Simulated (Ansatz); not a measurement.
Al₃GaAs₄: rattling a relaxed structure

It was reached by relaxing an invented guess, and it needn't be the stable form of this composition.

Computed with DFT PBE, scalar-relativistic, plane waves, PAW in Ansatz 0.2.0. Plane waves to 420 eV, a k mesh through Γ of 8×8×4 on the computed 8-atom cell and Gaussian smearing (0.02 eV); no spin polarisation.

The cell below (8 atoms, space group P-4m2 (No. 115)) is relaxed within its symmetry.

```xyz
8
Lattice="4.0555 0.0000 0.0000 0.0000 4.0555 0.0000 0.0000 0.0000 11.4558" Properties=species:S:1:pos:R:3 pbc="T T T"
Al    0.0000    0.0000    8.5892
Al    0.0000    0.0000    2.8667
Al    2.0277    2.0277    5.7279
Ga    2.0277    2.0277    0.0000
As    2.0277    0.0000   10.0139
As    0.0000    2.0277    1.4419
As    2.0277    0.0000    4.2971
As    0.0000    2.0277    7.1587
```

For the test it was strained at random (σ = 1.5 % a component), the atoms were moved at random (σ = 0.15 Å), and all was relaxed again on a coarse 4×4×1 mesh (in the run’s order of axes) with 0.10 eV smearing, with no symmetry imposed.

**Question.** Does it come back?

**Answer.** It returns, within 1 meV/atom of the unmoved cell on that mesh and with the same symmetry when read at 0.1 Å. So it is stable against the distortions that fit this cell and that this random move excites. Modes that don't fit the cell aren't tested.
